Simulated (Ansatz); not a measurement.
# InSb3: the cost of one run

Program: Ansatz 0.2.0. Level of theory: DFT PBE, scalar-relativistic, plane waves, PAW. These are calculated values, not measurements.

## Step 1: The structure to begin with

The structure is cubic, space group Fm-3m (No. 225). Conventional cell: a = 7.461 Å, b = 7.461 Å, c = 7.461 Å, α = 90.00°, β = 90.00°, γ = 90.00°. Ga (site symmetry m-3m) has 8 Sb at 3.23 Å as nearest neighbours. Sb (site symmetry -43m) is surrounded by 4 Ga at 3.23 Å and 4 Sb at 3.23 Å. Sb (site symmetry m-3m) has 8 Sb at 3.23 Å as nearest neighbours.

As a file:

```
CELL_PARAMETERS angstrom
0.00000 3.73060 3.73060
3.73060 0.00000 3.73060
3.73060 3.73060 0.00000
ATOMIC_POSITIONS crystal
Ga 0.00000 0.00000 0.00000
Sb 0.25000 0.25000 0.25000
Sb 0.75000 0.75000 0.75000
Sb 0.50000 0.50000 0.50000
```

The structure comes from the Materials Project (structure only).

## Step 2: One element swapped, cell strained: Ga → In, first probe

The change: In takes all sites of Ga, and lengths are scaled by 1.022 as a first guess of the size; strain xx, yy, zz, yz, xz, xy = -2.6, -2.6, -2.6, +0.0, +0.0, +0.0 %.

File input.yaml:

```yaml
crystal:
  lattice:
    - [0.0, 3.7159833183, 3.7159833183]
    - [3.7159833183, 0.0, 3.7159833183]
    - [3.7159833183, 3.7159833183, 0.0]
  atoms:
    - { symbol: In, position: [0.0, 0.0, 0.0] }
    - { symbol: Sb, position: [0.25, 0.25, 0.25] }
    - { symbol: Sb, position: [0.75, 0.75, 0.75] }
    - { symbol: Sb, position: [0.5, 0.5, 0.5] }
basis:
  ecutwfc: 420
kpoints:
  mp_grid: { grid: [4, 4, 4] }
hamiltonian:
  xc: pbe
scf:
  occupations: { method: gaussian, width: 0.1 }
output:
  forces: true
  stress: true
  eigenvalues: true
```

Run with:

```sh
> ansatz run input.yaml --threads 1 --pin off --max-ram 1331MiB --backend cpu --events-out ev --progress --plain --runs-dir out
```

Q: Estimate wall time and peak memory on 1 thread of an Arm CPU, shared host.

About 1.9 s, with a peak of 0.34 GiB.
